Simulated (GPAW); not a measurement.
# Ge: single point with PBE

Ge:

```xyz
2
Lattice="-2.5745 2.5745 1.3974 2.5745 -2.5745 1.3974 2.5745 2.5745 -1.3974" Properties=species:S:1:pos:R:3 pbc="T T T"
Ge    0.0000    0.0000    1.3974
Ge    2.5745    0.0000    0.6987
```

This isn't the form of Ge at room conditions, which is diamond.

- Program: GPAW 26.7.0
- Task: single point
- Functional: PBE
- Potentials or basis: GPAW PAW data sets (gpaw-data 1.2.1)
- Cutoff: 600 eV
- Basis: pw
- k mesh: 11 × 11 × 11
- Occupations: gaussian, width 0.019 eV
- Spin: no spin polarisation

```yaml
Pressure: 3.1 GPa
Band_gap_on_the_k_mesh: none (metal or under the smearing width)
```

Stress tensor (GPa, compression positive):
```
2.93 0.00 0.00
0.00 2.93 0.00
0.00 0.00 3.37
```

Levels at points of the mesh, in eV from the Fermi level:
| k point | band 1 | band 2 | band 3 | band 4 | band 5 | band 6 | band 7 |
| --- | --- | --- | --- | --- | --- | --- | --- |
| (0.00, 0.00, 0.00) | -13.35 | -4.11 | -2.39 | -2.39 | 3.22 | 7.58 | 7.58 |

Run time: 24 s on 1 thread of Arm Neoverse V2 (shared host), peak memory 0.19 GiB.
